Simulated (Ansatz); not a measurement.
Sb under changes of volume

One of the cells (31.554 Å³/atom); the others are scaled copies at fixed shape and fractional positions:

```xyz
1
Lattice="3.1600 0.0000 0.0000 0.0000 3.1600 0.0000 0.0000 0.0000 3.1600" Properties=species:S:1:pos:R:3 pbc="T T T"
Sb    0.0000    0.0000    0.0000
```

This isn't the form of Sb at room conditions, which is rhombohedral.

| Property | Result |
| --- | --- |
| Program | Ansatz 0.2.0 |
| Functional | HSE06 |
| Potentials or basis | Ansatz PAW |
| Cutoff | 420 eV (not typed: the program's choice for these potentials) |
| k mesh | 6 × 6 × 6 |
| Occupations | fermi-dirac, width 0.05 eV |
| Spin | no spin polarisation |

```csv
volume (Å³/atom),energy over the lowest point (meV/atom),pressure (GPa)
29.661,0.00,-1.2
30.292,6.50,-1.8
30.923,14.12,-2.5
31.554,?,?
32.186,38.63,-4.1
32.817,56.09,-4.9
33.448,76.65,-5.5
```

Problem. What does the run at 31.554 Å³/atom give?

Solution. Energy over the lowest point 24.61 meV/atom; pressure -3.3 GPa.

Worked out: A Birch-Murnaghan fit of order 3 (a polynomial in V^(-2/3)) to the other rows has no minimum within the range. It gives 24.98 meV/atom at 31.554 Å³/atom, against the run's 24.61, and -dE/dV = -3.1 GPa, against -3.3.

Energies are extrapolated to zero smearing.

Caveats: the PAW data sets come from PBE, with cores solved anew for the run's functional, which leaves a small shift of forces and pressure; the thresholds are loose for stress.
